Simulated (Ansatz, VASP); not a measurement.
## Be in VASP and in Ansatz

```xyz
1
Lattice="-1.2507 1.2507 1.2507 1.2507 -1.2507 1.2507 1.2507 1.2507 -1.2507" Properties=species:S:1:pos:R:3 pbc="T T T"
Be    0.0000    0.0000    0.0000
```

Alike in both runs: task single point; functional PBE; k mesh 20 × 20 × 20; occupations fermi-dirac, width 0.1 eV; no spin polarisation.

|  | VASP | Ansatz |
| --- | --- | --- |
| version | VASP 6.6.1 | Ansatz 0.2.0 |
| potentials or method | VASP PAW PBE potentials, release 64 (Be) | plane waves (420 eV) with PAW, scalar-relativistic |
| plane-wave cutoff (eV) | 520 | 420 |
| valence electrons in the cell | 2 | 2 |

```tsv
	VASP	Ansatz	Ansatz less VASP
pressure (GPa)	0.0	-0.1	-0.15
```
